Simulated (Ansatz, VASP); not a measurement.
Cu in VASP and in Ansatz

Contents of INCAR:

```
ALGO = Normal
EDIFF = 1E-7
ENCUT = 520
ISIF = 2
ISMEAR = 0
LASPH = T
LCHARG = F
LREAL = F
LWAVE = F
NBANDS = 12
NELM = 60
PREC = Accurate
SIGMA = 0.025
```

KPOINTS

```
k-points
0
Gamma
  10 10 10
```

The input POSCAR:

```
Cu
1.0
   -1.4762890000      1.4474620000      1.3868760000
    1.4393640000     -1.4568700000      1.3580260000
    1.4560510000      1.4366330000     -1.3967410000
Cu
1
Direct
    0.0020870000      0.0097880000      0.0042980000
```

Contents of input.yaml:

```yaml
crystal:
  lattice:
    - [-1.476289, 1.447462, 1.386876]
    - [1.439364, -1.45687, 1.358026]
    - [1.456051, 1.436633, -1.396741]
  atoms:
    - { symbol: Cu, position: [0.002087, 0.009788, 0.004298] }
hamiltonian:
  xc: lda
  pseudopotentials: { kind: paw, accuracy: standard, xc_functional: pbe }
kpoints:
  mp_grid: { grid: [10, 10, 10] }
  band_path:
    path:
      - [[0.5, 0.0, 0.0], [0.0, 0.0, 0.0], [-0.5, 0.5, 0.0]]
      - [[0.0, 0.5, 0.0], [0.0, 0.0, 0.0], [0.0, -0.5, 0.5]]
      - [[0.5, -0.5, 0.5], [0.0, 0.0, 0.0], [-0.5, 0.0, 0.5]]
      - [[0.0, 0.0, 0.5], [0.0, 0.0, 0.0]]
    npoints: 14
scf:
  occupations: { method: gaussian, width: 0.025 }
  n_extra_bands: 6
output:
  forces: true
  stress: true
  eigenvalues: true
  fatbands: false
```

Change from the starting cell: cell strained at random at fixed volume.

Alike in both runs: functional LDA; k mesh 10 × 10 × 10; occupations gaussian, width 0.025 eV; no spin polarisation.

|  | VASP | Ansatz |
| --- | --- | --- |
| version | VASP 6.6.1 | Ansatz 0.2.0 |
| potentials or method | VASP PAW LDA potentials, release 64 (Cu) | SSSP efficiency PAW |
| plane-wave cutoff (eV) | 520 | 1225 |
| valence electrons in the cell | 11 | 11 |
| task | single point | band structure |

Ansatz gave:

| Item | Value |
| --- | --- |
| gap on the k mesh at the Fermi level (eV) | none |
| pressure (GPa) | -7.5 |
| largest component of the traceless stress (GPa) | 1.26 |

Q: Which values does VASP return?

A: gap on the k mesh at the Fermi level (eV): none; pressure (GPa): -6.8; largest component of the traceless stress (GPa): 1.22.

A gap of «none» marks a metal or a gap that the smearing closes.
